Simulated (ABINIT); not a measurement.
TaS2, 3 atoms in the cell. Symmetry: P-3m1, No. 164, trigonal system. The conventional cell has a = 3.350 Å, b = 3.350 Å, c = 5.860 Å, α = 90.00°, β = 90.00°, γ = 120.00°. Around Ta (site symmetry -3m) lie 6 S at 2.43 Å. S (site symmetry 3m) has 3 Ta at 2.43 Å as nearest neighbours. 

```yaml
Program: ABINIT 10.8.3 (patched build)
Task: relaxation of cell and atoms
Functional: PBEsol
Potentials_or_basis: PseudoDojo NC SR PBEsol v0.4.1 standard
Cutoff: 680 eV
k_mesh: 7 × 7 × 4
Occupations: fermi-dirac, width 0.05 eV
Spin: no spin polarisation
Cell_freedom_optcell: 2
Optimiser_ionmov: 22
Cutoff_smearing_ecutsm_Ha: 0.5
Force_stop_Ha/bohr: 2e-05
```

Potentials or basis: PseudoDojo NC SR PBEsol v0.4.1 standard.

The run is started by

```console
$ abinit run.abi > log 2>&1
```

Hardware: 1 thread of Arm Neoverse V2 (shared host).

Q: Estimate the wall time of this run.

A: It took 7.5 min on 1 thread of Arm Neoverse V2, on a shared host, peak memory 0.09 GiB. Counts: scf iterations 125, mpi ranks 1, k points 28, bands 17, plane waves 2925, ion steps 12.
